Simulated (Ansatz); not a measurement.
BeS under changes of volume

One of the cells (14.261 Å³/atom); the others are scaled copies at fixed shape and fractional positions:

```
S Be
1.0
     0.00000    2.42500    2.42500
     2.42500    0.00000    2.42500
     2.42500    2.42500    0.00000
S Be
1 1
Direct
  0.75000 0.75000 0.75000
  0.00000 0.00000 0.00000
```

- Program: Ansatz 0.2.0
- Functional: PBE
- Potentials or basis: Ansatz PAW
- Cutoff: 420 eV (not typed: the program's choice for these potentials)
- k mesh: 9 × 9 × 9
- Occupations: fermi-dirac, width 0.05 eV
- Spin: no spin polarisation

```tsv
volume (Å³/atom)	energy over the lowest point (meV/atom)	pressure (GPa)	gap on the mesh (eV)
13.405	26.71	8.4	3.06
13.690	14.03	5.9	3.11
13.975	5.60	3.6	3.16
14.261	1.04	1.5	3.20
14.546	0.00	-0.3	3.24
14.831	?	?	?
15.116	7.23	-3.6	3.32
```

Task: What does the run at 14.831 Å³/atom give?

Result: Energy over the lowest point 2.16 meV/atom; pressure -2.1 GPa; gap on the mesh 3.28 eV.

Worked out: A Birch-Murnaghan fit of order 3 (a polynomial in V^(-2/3)) to the other rows has its minimum at 14.49 Å³/atom with B0 = V·E''(V) = 93 GPa and B' = 3.8. It gives 2.16 meV/atom at 14.831 Å³/atom, against the run's 2.16, and -dE/dV = -2.1 GPa, against -2.1. A straight line through the other rows of the gap, of slope 2.15 eV per unit of ln V, gives 3.28 eV, against the run's 3.28.

Energies are extrapolated to zero smearing.

Caveats: odd divisions of the mesh miss points on the zone boundary, where band edges often lie, so the gap on the mesh can be too wide.

A mesh can miss the band edges.
